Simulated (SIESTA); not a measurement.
The system is Ti.

```xyz
2
Lattice="2.9500 0.0000 0.0000 -1.4750 2.5548 0.0000 0.0000 0.0000 4.6800" Properties=species:S:1:pos:R:3 pbc="T T T"
Ti    1.4750    0.8516    3.5100
Ti    0.0000    1.7032    1.1700
```

Base run:

| Property | Result |
| --- | --- |
| Program | SIESTA 5.4.2 |
| Functional | PBE |
| Potentials or basis | PseudoDojo 0.4 standard (PBE files) |
| Basis | DZP (energy shift 0.003 Ry; two zetas on semicore shells) |
| Grid cutoff | 800 Ry |
| Energy shift | 0.003 Ry |
| k mesh | 10 × 10 × 6 |
| Occupations | fermi-dirac, width 0.05 eV |
| Spin | no spin polarisation |

Its results: band gap on the k mesh none (metal or under the smearing width); pressure -1.3 GPa.

The run is repeated on the same cell with these changes: functional from PBE to vdW-DF-cx. What comes out?

Band gap on the k mesh none (metal or under the smearing width); pressure -5.1 GPa.

Caveats: the basis of atomic orbitals isn't converged, which shifts pressures, moduli and gaps; the potentials were made for another functional, which shifts forces and pressure (some runs).
